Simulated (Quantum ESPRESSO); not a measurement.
Cu: work function with PBE

The system is Cu, a slab with vacuum.

```
Cu
1.0
     2.53410    0.00000    0.00000
    -1.26705    2.19459    0.00000
     0.00000    0.00000   25.28143
Cu
6
Direct
  0.66667 0.33333 0.29666
  0.33333 0.66667 0.37800
  0.66667 0.33333 0.45933
  0.33333 0.66667 0.54067
  0.66667 0.33333 0.62200
  0.33333 0.66667 0.70334
```

| Property | Result |
| --- | --- |
| Program | Quantum ESPRESSO 7.5 |
| Task | work function |
| Functional | PBE |
| Potentials or basis | Ansatz NC SR PBE |
| Cutoff | 1252 eV |
| Density cutoff | 5007 eV |
| k mesh | 12 × 12 × 1 |
| Occupations | fermi-dirac, width 0.05 eV |
| Spin | no spin polarisation |
| Boundary across the vacuum | none |
| Mixing mode | local-TF |
| Mixing beta | 0.3 |
| Most SCF iterations | 150 |
| SCF threshold | 6e-09 Ry |

```json
{
 "Largest force": "0.176 eV/Å",
 "Band gap on the k mesh": "none (metal or under the smearing width)",
 "Work function of the upper face": "4.70 eV",
 "Work function of the lower face": "4.70 eV"
}
```

Forces in eV/Å, atoms in the order of the input:
```
Cu   0.000  0.000 -0.176
Cu   0.000  0.000 -0.048
Cu   0.000  0.000 -0.006
Cu   0.000  0.000  0.006
Cu   0.000  0.000  0.048
Cu   0.000  0.000  0.176
```

Levels at points of the mesh, in eV from the Fermi level:
```csv
k point,band 53,band 54,band 55,band 56,band 57,band 58,band 59,band 60,band 61,band 62
"(0.00, 0.00, 0.00)",-1.96,-1.78,-1.78,-1.69,-1.69,-1.68,-1.68,-0.97,-0.48,4.22
"(0.00, -0.50, 0.00)",-1.41,-1.41,-0.05,-0.04,0.36,1.01,1.44,1.60,4.94,5.00
```

It took 8.6 min on 1 thread of Intel(R) Xeon(R) 6975P-C (Granite Rapids), with other jobs on the host, peak memory 0.51 GiB.
